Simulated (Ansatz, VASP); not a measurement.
**One calculation of Pd, two programs**

The input INCAR:

```
SYSTEM = Pd
PREC = Accurate
ENCUT = 520
EDIFF = 1E-7
ISMEAR = -1
SIGMA = 0.05
LREAL = .False.
LASPH = .True.
NELM = 60
ALGO = Normal
ISIF = 2
LWAVE = .False.
LCHARG = .False.
GGA = PS
NBANDS = 11
```

Contents of KPOINTS:

```
Automatic mesh
0
Gamma
  12 12 12
  0 0 0
```

Contents of POSCAR:

```
Pd
1.0
    0.0000000000      1.9846763588      1.9846763588
    1.9846763588      0.0000000000      1.9846763588
    1.9846763588      1.9846763588      0.0000000000
Pd
1
Direct
    0.0000000000      0.0000000000      0.0000000000
```

input.yaml

```yaml
crystal:
  lattice:
    - [0.0, 1.9846763588, 1.9846763588]
    - [1.9846763588, 0.0, 1.9846763588]
    - [1.9846763588, 1.9846763588, 0.0]
  atoms:
    - { symbol: Pd, position: [0.0, 0.0, 0.0] }
hamiltonian:
  xc: pbesol
  pseudopotentials: { kind: paw }
kpoints:
  mp_grid: { grid: [12, 12, 12] }
scf:
  occupations: { method: fermi_dirac, width: 0.05 }
output:
  forces: true
  stress: true
  eigenvalues: true
  write_density: true
  write_potential: true
  elf: true
  volumetric_format: npy
```

Change from the starting cell: volume scaled by 1.06.

Alike in both runs: task single point; functional PBEsol; k mesh 12 × 12 × 12; occupations fermi-dirac, width 0.05 eV; no spin polarisation.

|  | VASP | Ansatz |
| --- | --- | --- |
| version | VASP 6.6.1 | Ansatz 0.2.0 |
| potentials or method | VASP PAW PBE potentials, release 64 (Pd) | Ansatz PAW |
| plane-wave cutoff (eV) | 520 | 420 |
| valence electrons in the cell | 10 | 18 |

Ansatz gave:

| Quantity | Value |
| --- | --- |
| gap on the k mesh at the Fermi level (eV) | none |
| pressure (GPa) | -12.2 |

Problem. Which values does VASP return?

Solution. gap on the k mesh at the Fermi level (eV): none; pressure (GPa): -12.4.

A gap of «none» marks a metal or a gap that the smearing closes. The two sets of potentials don't hold the same shells in valence.

Caveats: the PAW data sets were made with another functional, which shifts forces and pressure a little (VASP); the PAW data sets come from PBE, with cores solved anew for the run's functional, which leaves a small shift of forces and pressure (Ansatz).
